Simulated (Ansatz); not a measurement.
# Relaxing PbF2 in the fluorite structure

**What was measured.** A cell as deposited of cubic PbF2 (space group Fm-3m), temperature not stated, from the Crystallography Open Database (2011, doi:10.1127/0935-1221/2011/0023-2136), has a = 5.931 Å and 17.38 Å³/atom.

Computed with Ansatz (plane waves, PAW, 500 eV cutoff): r²SCAN, scalar-relativistic, no spin polarisation, 8×8×8 k-mesh, Gaussian smearing of 0.05 eV. The datasets are Ansatz's generated set soft_2.

The start was a prototype's sites filled with these elements; the Crystallography Open Database holds the compound in this structure.

The start, 1 % over the database's volume:

```xyz
3
Lattice="0.0000 2.9797 2.9797 2.9797 0.0000 2.9797 2.9797 2.9797 0.0000" Properties=species:S:1:pos:R:3 pbc="T T T"
Pb    0.0000    0.0000    0.0000
F     1.4899    1.4899    1.4899
F     4.4696    4.4696    4.4696
```

The first steps of the search for zero pressure:

```tsv
run	level	k-mesh	kind	V (Å³/atom)	P (GPa)	gap on the mesh (eV)
1	PBE, 420 eV	6×6×6	fixed cell	17.64	1.4	4.44
```

Question: At which volume does r²SCAN reach zero pressure?

Answer: 17.30 Å³/atom, about 1.9 % under the start.

The steps that followed:

```tsv
run	level	k-mesh	kind	V (Å³/atom)	P (GPa)	E − E(final) (meV/atom)	gap on the mesh (eV)
2	PBE, 420 eV	6×6×6	fixed cell	17.81	0.8	–	4.44
3	PBE, 420 eV	6×6×6	fixed cell	18.01	0.0	–	4.43
4	r²SCAN	8×8×8	fixed cell	18.01	-2.8	6.4	4.94
5	r²SCAN	8×8×8	fixed cell	17.67	-1.6	1.8	4.94
6	r²SCAN	8×8×8	fixed cell	17.30	0.0	0.0	4.93
```

The final structure (symmetry read at 0.01 Å). The structure is cubic, space group Fm-3m (No. 225). The conventional cell has a = 5.921 Å, b = 5.921 Å, c = 5.921 Å, α = 90.00°, β = 90.00°, γ = 90.00°. Around Pb (site symmetry m-3m) lie 8 F at 2.56 Å. Around F (site symmetry -43m) lie 4 Pb at 2.56 Å. (Neighbours are counted to 15 % beyond the shortest distance.)

At the final geometry the gap, band path included, is 4.93 eV. The equation of state gives B0 = 77 GPa and B0′ = 4.7. The elastic tensor is positive definite (smallest eigenvalue 23 GPa). Against the elements' standard states, run alike and uncorrected, the formation energy is -2.56 eV/atom. The runs in the table took roughly 0.5 core-minutes.

**What lies behind the numbers.**

Within 0.6 eV of the edges the projected states are 64 % F 2p at the top of the valence band and 83 % Pb 6p at the bottom of the conduction band. The valence edge mixes anion p with metal states, so the bond is partly covalent and the gap isn't a plain transfer from F to Pb.

**Against experiment.** r²SCAN gives 5.921 Å and 17.30 Å³/atom, −0.5 % in volume (−0.2 % in length) from the database's cell. Agreement this close is partly luck: the calculation is for a static lattice, the crystal has zero-point motion and thermal expansion, roughly 0.9 to 2.3 % in volume at 300 K (room temperature assumed) by Grüneisen's rule, γ·3k_BT/(B0·V0) with γ of 1 to 2.5.

Semilocal functionals underestimate band gaps, commonly by a third or more. These numbers lack spin–orbit coupling.
